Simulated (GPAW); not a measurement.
Runs of GPAW 26.7.0 on TePb. It takes space group Fm-3m (No. 225, cubic). The conventional cell has a = 6.462 Å, b = 6.462 Å, c = 6.462 Å, α = 90.00°, β = 90.00°, γ = 90.00°. Pb (site symmetry m-3m) has 6 Te at 3.23 Å as nearest neighbours. Te (site symmetry m-3m) is surrounded by 6 Pb at 3.23 Å. 

| task | level | potentials or basis | spin | cell | k mesh | cutoff (eV) | maxiter | optimizer | fmax | max steps | convergence | pressure (GPa) | V0 of scaled cells (Å³/atom) | relaxed volume (Å³/atom) | B0 (GPa) |
| --- | --- | --- | --- | --- | --- | --- | --- | --- | --- | --- | --- | --- | --- | --- | --- |
| relaxation of cell and atoms | PBE | GPAW PAW data sets (gpaw-data 1.2.1), pw | off | relaxed | 7 × 7 × 7 | 600 | 150 | BFGS | 0.02 eV/Å | 40 | density=1e-05 forces=0.0001 | 0.1 | - | 35.15 | - |
| equation of state | WC | PAW data sets generated in the run's folder for this functional, pw | off | as given | 6 × 6 × 6 | 600 | 150 | - | - | - | - | - | (c) | - | 46 |
| relaxation of cell and atoms | PBEsol+D3(BJ)+ATM | PAW data sets generated in the run's folder for this functional, pw | off | relaxed | 7 × 7 × 7 | 600 | 150 | BFGS | 0.02 eV/Å | 60 | density=1e-05 forces=0.0001 | 0.0 | - | 31.90 | - |
| relaxation of cell and atoms | PBEsol+D3(BJ) | PAW data sets generated in the run's folder for this functional, pw | off | relaxed | 7 × 7 × 7 | 600 | 150 | BFGS | 0.02 eV/Å | 60 | density=1e-05 forces=0.0001 | 0.0 | - | 31.78 | - |
| band structure | PBEsol | PAW data sets generated in the run's folder for this functional, pw | SOC, no magnetisation | as given | 7 × 7 × 7 | 600 | 150 | - | - | - | - | -0.7 | - | - | - |
| equation of state | PBE+D3 | GPAW PAW data sets (gpaw-data 1.2.1), pw | off | as given | 6 × 6 × 6 | 600 | 150 | - | - | - | - | - | 34.37 | - | (a) |
| relaxation of cell and atoms | PBEsol+D4 | PAW data sets generated in the run's folder for this functional, pw | off | relaxed | 7 × 7 × 7 | 600 | 150 | BFGS | 0.02 eV/Å | 60 | density=1e-05 forces=0.0001 | 0.0 | - | 32.37 | - |
| single point | LDA | the program's PAW data sets (release 1.2.1) made for this functional, pw | off | as given | 6 × 6 × 6 | 500 | 120 | - | - | - | default | (b) | - | - | - |

Alike in all rows: smearing fermi-dirac 0.05 eV.

Task: Estimate the missing entries.

Result: (a) 40; (b) -2.2; (c) 33.26.

Caveats: later steps reuse the first step's grids (some runs); spin-orbit coupling was added after a scalar SCF, so levels and gaps hold it while energy, forces, pressure and moments don't (some runs); the cutoff is short for stress and forces, so pressures can be off by a GPa or more (some runs).

Not every run made on this cell is shown here.
